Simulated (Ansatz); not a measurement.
TiTe2:

```
Te Ti
1.0
     3.77700    0.00000    0.00000
    -1.88850    3.27098    0.00000
     0.00000    0.00000    6.49800
Te Ti
2 1
Direct
  0.33333 0.66667 0.73720
  0.66667 0.33333 0.26280
  0.00000 0.00000 0.00000
```

| Quantity | Value |
| --- | --- |
| Program | Ansatz 0.2.0 |
| Task | relaxation of cell and atoms |
| Functional | PBEsol |
| Potentials or basis | all-electron LAPW, scalar-relativistic |
| Basis error allowed | 0.002 eV/atom |
| k mesh | 8 × 8 × 4 |
| Occupations | fermi-dirac, width 0.05 eV |
| Spin | no spin polarisation |

At the start: volume 26.76 Å³/atom.

Question: How do energy, volume and symmetry change on relaxing?

Answer: Over 6 steps the energy falls by 8.9 meV/atom and the volume is 25.41 Å³/atom (-5.1 %); space group P-3m1 (No. 164, to 0.05 Å).

Step by step:
| step | energy change (eV) | largest force (eV/Å) | volume (Å³) |
| --- | --- | --- | --- |
| 1 | 0.0000 | 0.1286 | 80.28 |
| 2 | -0.0024 | 0.0952 | 72.71 |
| 3 | -0.0236 | 0.1443 | 76.90 |
| 4 | -0.0267 | 0.0012 | 76.39 |
| 5 | -0.0267 | 0.0040 | 76.22 |
| 6 | -0.0267 | 0.0039 | 76.22 |

Final structure:
```yaml
crystal:
  lattice:
    - [3.70608, 0.00000, 0.00000]
    - [-1.85304, 3.20956, 0.00000]
    - [0.00000, 0.00000, 6.40759]
  atoms:
    - { symbol: Te, position: [0.33333, 0.66667, 0.73221] }
    - { symbol: Te, position: [0.66667, 0.33333, 0.26779] }
    - { symbol: Ti, position: [0.00000, 0.00000, 0.00000] }
```

Caveat: this functional lacks dispersion, which binds the layers, so the pressure and a relaxed spacing across them are unreliable.
